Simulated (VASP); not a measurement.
W8S15 (a cell with a defect), 23 atoms in the cell. The cell holds a defect, 23 atoms: a = 6.306 Å, b = 6.306 Å, c = 12.323 Å, α = 90.00°, β = 90.00°, γ = 120.00°. 

```yaml
Program: VASP 6.6.1
Task: single point
Functional: HSE06
Potentials_or_basis: VASP PAW PBE potentials, release 64 (W_sv, S)
Cutoff: 350 eV
k_mesh: 2 × 2 × 2
Occupations: gaussian, width 0.03 eV
Spin: collinear spin, ferromagnetic start
Starting_moments: "[0.0, 0.0, 0.0, 0.0, 0.33, 0.33, 0.33, 0.0, 0.0, 0.0, 0.0, 0.0, 0.0, 0.0, 0.0, 0.0, 0.0, 0.0, 0.0, 0.0, 0.0, 0.0, 0.0] μB"
Fixed_moment: 1 μB
Dq: -1
Grid_for_exact_exchange_PRECFOCK: Fast
Screening_parameter: 0.2 1/A
Further_INCAR_settings: LREAL = Auto; ALGO = Damped; EDIFF = 0.0001; ISYM = -1; NELECT = 203.0
```

Potentials or basis: VASP PAW PBE potentials, release 64 (W_sv, S).

Run with:

```console
$ cat potpaw_PBE.64/W_sv/POTCAR potpaw_PBE.64/S/POTCAR > POTCAR
$ cp INCAR.step1 INCAR
$ mpirun -np 4 vasp_std > vasp.out
$ cp INCAR.step2 INCAR
$ mpirun -np 4 vasp_std > vasp.out
```

Hardware: 4 MPI ranks on Intel(R) Xeon(R) Platinum 8488C (Sapphire Rapids), with other jobs on the host.

Problem. How long does it take, and how much memory?

Solution. Wall time 32 min on 4 MPI ranks on Intel(R) Xeon(R) Platinum 8488C (Sapphire Rapids), on a shared host, peak memory 0.83 GiB a rank. Counts: scf iterations 18, k points 8.
